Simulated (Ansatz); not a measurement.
**How stiff is this cell of Au?**

Cell: a structure deposited in the COD, whose atoms a relaxation with PBE at fixed cell left in place.

```
Au
1.0
     2.90000    0.00000    0.00000
    -1.45000    2.51147    0.00000
     0.00000    0.00000    4.88000
Au
2
Direct
  0.33333 0.66667 0.75000
  0.66667 0.33333 0.25000
```

Atom numbers follow the list; atoms alike are taken as one site, whose name carries the number of the first.

Level of theory: DFT, PBE, plane waves and PAW, scalar-relativistic, 420 eV cutoff, Γ-centred 18×18×10 k-points, Fermi–Dirac smearing 0.05 eV (Ansatz 0.2.0).

The cell is stretched along z (the third Cartesian axis of the run's cell), x and y held, and the ions relax again each time. Tension counts as positive.

| strain along z (%) | stress along z (GPa) | stress along x (GPa) |
| --- | --- | --- |
| -3 | ? | ? |
| -2 | -5.7 | -4.7 |
| -1 | -3.5 | -3.4 |
| 0 | -1.7 | -2.1 |
| +1 | -0.1 | -0.9 |
| +2 | 1.4 | 0.2 |
| +3 | 2.8 | 1.2 |

(1) Estimate the row at -3 % from the others.

Answers

(1) stress along z (GPa): -8.1; stress along x (GPa): -6.1. Worked: parabolas through the other 6 rows give -7.8 and -6.2 GPa at -3 %. Their slopes at zero strain are 176 GPa (the stiffness along z) and 124 GPa (the coupling of z to x). They hold at this cell, where the calculated pressure is 2.0 GPa, and with no gap in the run.

All values belong to this cell and structure model.
